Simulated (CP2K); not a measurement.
## TaN under changes of volume

One of the cells (10.813 Å³/atom); the others are scaled copies at fixed shape and fractional positions:

```
Ta N
1.0
     3.12728    0.00000    0.00000
     1.56364    2.70831    0.00000
     1.56364    0.90277    2.55342
Ta N
1 1
Cartesian
  3.1273 1.8055 1.2767
  0.0000 0.0000 0.0000
```

The cell comes from a database or a generator and needn't be the stable form of this composition.

```yaml
Program: CP2K 2026.2
Functional: LDA
Potentials_or_basis: GTH_POTENTIALS Ta GTH-PADE-q13, N GTH-PADE-q5; TZVP-MOLOPT-PBE-GTH basis
Density_cutoff: 6123 eV
k_mesh: 10 × 10 × 10
Occupations: fermi-dirac, width 0.1 eV
Spin: no spin polarisation
```

```tsv
volume (Å³/atom)	energy over the lowest point (meV/atom)	pressure (GPa)
10.164	0.00	-123.0
10.381	?	?
10.597	331.78	-121.5
10.813	494.63	-119.3
11.030	654.06	-116.4
11.246	809.11	-113.1
11.462	959.49	-109.5
```

Problem. What does the run at 10.381 Å³/atom give?

Solution. Energy over the lowest point 166.11 meV/atom; pressure -123.0 GPa.

Worked out: A Birch-Murnaghan fit of order 3 (a polynomial in V^(-2/3)) to the other rows has no minimum within the range. It gives 167.02 meV/atom at 10.381 Å³/atom, against the run's 166.11, and -dE/dV = -123.0 GPa, against -123.0.

Energies are extrapolated to zero smearing.

Caveats: the basis of atomic orbitals isn't converged, which shifts pressures, moduli and gaps.
